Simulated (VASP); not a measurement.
Wanted: the native input for a VASP 6.6.1 run.

| Quantity | Value |
| --- | --- |
| Task | single point |
| Functional | PBEsol |
| Potentials or basis | VASP PAW PBE potentials, release 64 (B, N) |
| Cutoff | 520 eV |
| k mesh | 12 × 12 × 4 |
| Occupations | gaussian, width 0.02 eV |
| Spin | no spin polarisation |
| Dipole correction | no |
| Further INCAR settings | ALGO = Normal; EDIFF = 1e-06; NBANDS = 16 |

The structure of BN lies in POSCAR:

```
BN
1.0
    2.5043488625      0.0000000000      0.0000000000
   -1.2521744313      2.1688297349      0.0000000000
    0.0000000000      0.0000000000      7.0190946040
B N
2 2
Direct
    0.3333333333      0.6666666667      0.2500000000
    0.6666666667      0.3333333333      0.7500000000
    0.3333333333      0.6666666667      0.7500000000
    0.6666666667      0.3333333333      0.2500000000
```

One way to write it, as run:

INCAR

```
SYSTEM = BN
PREC     = Accurate       ! precision mode
ENCUT    = 520            ! plane-wave cutoff, eV
EDIFF    = 1E-6           ! SCF threshold, eV
ISMEAR   = 0              ! smearing method
SIGMA    = 0.02           ! smearing width, eV
LREAL    = .FALSE.        ! projectors in reciprocal space
LASPH    = .TRUE.         ! aspherical terms in the spheres
NELM     = 100            ! most SCF steps
ALGO     = Normal         ! electronic algorithm
ISIF     = 2              ! what is computed and relaxed
LWAVE    = .FALSE.        ! write WAVECAR
LCHARG   = .FALSE.        ! write CHGCAR
GGA      = PS             ! functional
NBANDS   = 16             ! bands
```

KPOINTS

```
regular mesh
0
G
  12 12 4
  0 0 0
```

Potentials or basis: VASP PAW PBE potentials, release 64 (B, N).

Run with:

```console
$ cat potpaw_PBE.64/B/POTCAR potpaw_PBE.64/N/POTCAR > POTCAR
$ mpirun -np 1 vasp_std > vasp.out
```

It gave:

| Quantity | Value |
| --- | --- |
| Pressure | 0.3 GPa |
| Band gap on the k mesh | 4.26 eV, indirect (least direct gap 4.60 eV) |

Caveat: the PAW data sets were made with another functional, which shifts forces and pressure a little; this functional lacks dispersion, which binds the layers, so the pressure and a relaxed spacing across them are unreliable.

Wall time 22 s on 1 thread of AMD EPYC 9R14 (Zen 4), on a shared host, peak memory 0.13 GiB.
